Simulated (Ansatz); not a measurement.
## Lu: from a first guess to the relaxed diamond type

First guess:

```xyz
2
Lattice="0.0000 3.2195 3.2195 3.2195 0.0000 3.2195 3.2195 3.2195 0.0000" Properties=species:S:1:pos:R:3 pbc="T T T"
Lu    0.0000    0.0000    0.0000
Lu    1.6098    1.6098    1.6098
```

The calculation used DFT, PBE, PAW with Ansatz's default frozen-core files, scalar-relativistic in Ansatz 0.2.0.

Cell and atoms relax within the symmetry of the start on a 11×11×11 k mesh with 0.03 eV Fermi–Dirac smearing.

The start is built from a prototype, known or not as a phase of this compound; the cutoff is 420 eV.

Spin–orbit coupling is left out, though it moves levels of the heavy atoms by tenths of an eV or more.

**Question.** What is the pressure of the first guess?

**Answer.** 5.77 GPa.

**Question.** What does it relax to?

**Answer.** a = 7.387 Å, b = 7.387 Å, c = 7.387 Å, α = 90.00°, β = 90.00°, γ = 90.00° (conventional cell), 50.38 Å³ per atom:
```
CELL_PARAMETERS angstrom
0.00000 3.69329 3.69329
3.69329 0.00000 3.69329
3.69329 3.69329 0.00000
ATOMIC_POSITIONS crystal
Lu 0.00000 0.00000 0.00000
Lu 0.25000 0.25000 0.25000
```

**Question.** How much energy does the relaxation release?

**Answer.** 265 meV/atom.
